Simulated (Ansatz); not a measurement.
**Ge: a fit and a missing row**

Ge, P6_3/mmc, a = 3.996 Å, c = 6.603 Å. This isn't the element's structure at ambient conditions. Ansatz: r2SCAN, PAW, 500 eV, Γ-centred 12×12×6 mesh on 4 atoms, Gaussian smearing 0.01 eV; no spin polarisation. Shape and atoms are relaxed at each volume; pressure is positive in compression.

```tsv
V (Å³/atom)	P (GPa)
20.084	12.28
20.769	8.38
21.453	5.10
22.138	2.33
22.823	-0.01
23.507	-1.94
24.192	?
25.105	-5.37
```

Q: Take V0 = 22.823 Å³/atom, count pressures from its P0 = -0.01 GPa, fit the third-order Birch–Murnaghan form to the other rows, and predict the missing pressure.

A: With the Eulerian strain f = ½[(V0/V)^(2/3) − 1] and y = (P − P0)/[3f(1 + 2f)^(5/2)], the form is the line y = B0 + 1.5 B0 (B0′ − 4) f. Rows (f, y): 0.04448, 74.4; 0.03245, 73.6; 0.02107, 72.9; 0.01026, 72.3; -0.00975, 69.3; -0.03078, 68.0. Means f = 0.01129, y = 71.750; Σ(Δf)² = 0.003859, ΣΔfΔy = 0.3471; the slope is their ratio. y = 70.73 + 89.95 f GPa, so B0 = 70.7 GPa and B0′ = 4 + 2 × (89.95)/(3 × 70.73) = 4.85. At V = 24.192, f = -0.01905, y = 69.02 and P = -3.59 GPa. The run gave -3.57 GPa, so the fit is 0.02 GPa too low, within the rms miss on the fitted rows (0.02 GPa). Note that the gap is open there and closed in the run one row up.